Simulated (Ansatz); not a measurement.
**Ga: strain and displacement**

```xyz
2
Lattice="1.3830 -4.0265 0.0000 1.3830 4.0265 0.0000 -0.1174 0.0000 3.3299" Properties=species:S:1:pos:R:3 pbc="T T T"
Ga    1.3536   -2.9716    0.8325
Ga    1.2949    2.9716    2.4974
```

Atoms are numbered in the order listed.

Conventional cell: a = 2.766 Å, b = 8.053 Å, c = 3.332 Å, α = 90.00°, β = 92.02°, γ = 90.00°. Ga (atom 1) has 8 Ga at 2.69 to 2.92 Å as nearest neighbours.

Structure: COD 9011089, as refined from experiment and not relaxed.

Theory: DFT, PBE, all-electron PAW with datasets made for the crystal, scalar-relativistic (Ansatz 0.2.0).

Sampling and basis: a Γ-centred 14×14×11 k mesh, Fermi–Dirac smearing of 0.05 eV, cutoff 240 eV (chosen by the program for this cell), no spin polarisation.

The unchanged cell is at 1.77 GPa.

In a metal, stresses and small energies carry noise from the k mesh.

x, y and z are the Cartesian axes of the cell as listed; fractional coordinates follow a strain, and an engineering shear is twice the off-diagonal strain component.

With z strained by -1.5 % at fixed volume: energy change under 1 meV/atom; stress change (xx, yy, zz, yz, xz, xy) -0.10, -0.33, 0.45, 0.00, 0.10, 0.00 GPa, compression positive; change of the force on Ga1 (0.000, 0.019, 0.000) eV/Å.

With atom 2 (Ga) moved by (0.0693, 0.0693, 0.0693) Å: energy change +15 meV/atom; stress change (xx, yy, zz, yz, xz, xy) -0.59, 1.02, 0.67, 0.62, -0.02, -0.24 GPa, compression positive; change of the force on Ga2 (0.005, -0.327, -0.148) eV/Å.

Question: What force constant does this one finite step give for Ga2 along its displacement (all its periodic images move with it)?

Answer: k = −ΔF·u/|u|² = 2.26 eV/Å², so the force pulls the atom back.
